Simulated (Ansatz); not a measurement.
**All-electron card of HgTe**

```
Hg Te
1.0
     0.00000    2.92150    2.92150
     2.92150    0.00000    2.92150
     2.92150    2.92150    0.00000
Hg Te
1 1
Direct
  0.00000 0.00000 0.00000
  0.50000 0.50000 0.50000
```

Atom numbers follow the list: Hg1, Te2.

The geometry is COD entry 1538296, unchecked; take it as a test cell.

No spin–orbit coupling, which matters for the heavy atoms here.

Levels of theory: DFT, PBE, all-electron LAPW, scalar-relativistic (Ansatz 0.2.0); DFT, PBE, PAW with Ansatz's default frozen-core files, scalar-relativistic (Ansatz 0.2.0).

For LAPW: a Γ-centred 12×12×12 k mesh, Fermi–Dirac smearing of 0.08 eV, basis error target 1 meV/atom, no spin polarisation. PAW takes a cutoff of 420 eV at this cell. The Ansatz runs share mesh, smearing and spin set-up. Values come from LAPW unless marked.

```json
{
  "Pressure at this cell": "10.45 GPa",
  "Band gap": "none: bands cross the Fermi level, a metal",
  "Density of states at the Fermi level (0.2 eV bin)": "1.08 states/eV per cell",
  "Löwdin charges (with 0.24 e of the cell spilling out of the atomic basis, so their sizes and signs hang on that basis)": "Hg1 0.91, Te2 -0.67 e",
  "Bader charges (from the PAW run)": "Hg1 +0.03, Te2 -0.03 e",
  "Volume per atom": "24.94 Å³"
}
```
